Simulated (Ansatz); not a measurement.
# Property card for HfSi₂O₆

Computed with DFT PBE, scalar-relativistic, plane waves, PAW in Ansatz 0.2.0.

Plane waves to 420 eV, a k mesh through Γ of 6×6×4 on the computed 9-atom cell and Gaussian smearing (0.02 eV); no spin polarisation.

The structure is relaxed at this level of theory with its symmetry kept, and needn't be the ground state of this composition.

```
Hf Si O
1.0
     4.95534   -2.50794   -0.01254
     4.95534    2.50794   -0.01254
    -0.16157    0.00000    5.88264
Hf Si O
1 2 6
Direct
  0.45879 0.54121 0.00000
  0.51940 0.98656 0.65518
  0.01344 0.48060 0.34482
  0.79160 0.42957 0.20228
  0.30484 0.15509 0.43188
  0.57043 0.20840 0.79772
  0.12594 0.62858 0.18263
  0.84491 0.69516 0.56812
  0.37142 0.87406 0.81737
```

Q: Formation energy from the elements' standard states (uncorrected)?

A: -2.936 eV/atom.

Q: Kohn–Sham band gap?

A: 5.03 eV.

Q: Orbital (Löwdin) character of the top 1 eV of the valence band?

A: O 2p 95 %.

Q: Orbital (Löwdin) character of the lowest 1 eV of the conduction band?

A: Hf 6s 36 %, Hf 5d 18 %, O 2s 16 %, Si 3s 14 %, unprojected 6 %.

Q: Bader charge by site (e)?

A: Hf (1 in the cell) 2.63, Si (2 in the cell) 3.28, O (2 in the cell) -1.47, O (2 in the cell) -1.66, O (2 in the cell) -1.47.

Spin-orbit coupling is left out, which matters for the bands of heavy elements.

The cell was found from a structure generator's guess, not taken from experiment. Kohn–Sham gaps at this level usually fall short of measured ones. Löwdin shares on free-atom orbitals overweight diffuse shells in the empty bands.
